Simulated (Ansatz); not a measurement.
CdS in the zincblende structure, relaxed with r2SCAN in Ansatz. The symmetry is F-43m (No. 216, cubic); a = 5.878 Å in the conventional setting, 25.39 Å³ an atom. Around Cd lie 4 S at 2.55 Å; around S lie 4 Cd at 2.55 Å.

The axes x, y and z are those of this cell:
```xyz
2
Lattice="0.0000 2.9392 2.9392 2.9392 0.0000 2.9392 2.9392 2.9392 0.0000" Properties=species:S:1:pos:R:3 pbc="T T T"
Cd    0.0000    0.0000    0.0000
S     1.4696    1.4696    1.4696
```

Unstrained: With PBE the gap is 1.095 eV and direct, at Γ. r2SCAN gives a direct gap of 1.543 eV at Γ. HSE06 gives a direct gap of 2.106 eV at Γ. Meshes: PBE 8×8×8, r2SCAN 8×8×8, HSE06 6×6×6. Strains are changes of length per length. After each strain the atoms were relaxed again with r2SCAN within the symmetry that the strain leaves, so tilts or polar shifts that break it weren't tested; points keep the names that they have in the unstrained zone. No spin polarisation and no zero-point or thermal motion.

Question: Apply epitaxial -5.2 % in the plane normal to [111], free normal strain +4.73 %. How far does the gap move, against the unstrained cell?

Answer: PBE: the gap goes from 1.095 to 0.918 eV (-0.177 eV); with r2SCAN the top three valence levels at Γ, degenerate before, become 2+1 from the top over 532 meV. r2SCAN: the gap goes from 1.543 to 1.359 eV (-0.184 eV). HSE06: the gap goes from 2.106 to 1.924 eV (-0.182 eV). The r2SCAN energy rises by 43.0 meV an atom.

Question: Apply uniaxial +5.64 % along x, other directions held. How far does the gap move, against the unstrained cell?

Answer: PBE: the gap goes from 1.095 to 0.910 eV (-0.185 eV); with r2SCAN the top three valence levels at Γ, degenerate before, become 2+1 from the top over 175 meV. r2SCAN: the gap goes from 1.543 to 1.349 eV (-0.194 eV). HSE06: the gap goes from 2.106 to 1.900 eV (-0.206 eV). The r2SCAN energy rises by 17.9 meV an atom.

Question: Apply biaxial +2.56 % in x and y, z held. How far does the gap move, against the unstrained cell?

Answer: PBE: the gap goes from 1.095 to 0.937 eV (-0.158 eV); with r2SCAN the top three valence levels at Γ, degenerate before, become 1+2 from the top over 70 meV. r2SCAN: the gap goes from 1.543 to 1.377 eV (-0.166 eV). HSE06: the gap goes from 2.106 to 1.929 eV (-0.177 eV). The r2SCAN energy rises by 12.6 meV an atom.

Spin-orbit coupling is left out.

The meshes of the hybrids are coarse, so their gaps aren't converged to the digits shown.

The splittings at Γ are without spin-orbit coupling, which regroups them where it is of like size or larger.
